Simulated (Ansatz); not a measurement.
**Al: what a missing neighbour costs**

These are results of DFT PBE, scalar-relativistic, plane waves, PAW in Ansatz, not measurements.

Cutoff 420 eV, Γ-centred meshes of like density (1×1×8 for the 6-atom cell), Gaussian smearing of 0.05 eV, energies at zero smearing and 0 K, each start's symmetry kept, no spin polarisation.

Bulk Al (Fm-3m) has 12 nearest neighbours at 2.86 Å and a cohesive energy of 3.43 eV against the spin-polarised free atom. These structures stand in vacuum and were relaxed; neighbours count within 1.1 bulk bonds.

| start | atoms × neighbours | mean bond (Å) | energy over bulk (eV/atom) |
| --- | --- | --- | --- |
| [111] wire, 6 host atoms a period | 4×4, 2×5 | 2.67 | 1.16 |
| [111] wire, 8 host atoms a period | 6×5, 2×6 | 2.71 | 0.86 |

Compare two estimates without free parameters: bonds of fixed strength, and a band energy that grows as the square root of coordination.

With fixed bonds an atom with z neighbours loses E_coh(1 − z/12); in the second-moment picture the band narrows as √z and it loses E_coh(1 − √(z/12)). Averaged over the atoms, in eV:
```tsv
start	fixed bonds	square root	computed
[111] wire, 6 host atoms a period	2.19	1.37	1.16
[111] wire, 8 host atoms a period	1.93	1.16	0.86
```

The rms misses are 1.05 and 0.26 eV. Fixed bonds overshoot every row: the bonds that remain grow stronger when neighbours are missing, which the square root captures in part, and the bonds shorten by up to 6 %. Even the square root lies above every computed value, since it holds bond lengths fixed and knows nothing of shells, hybridisation or moments.

Each run keeps its start's symmetry and one magnetic start, so lower states can exist.

Cost: 2 runs of about 3.4 core-minutes in all, on Arm Neoverse V2 (shared hosts).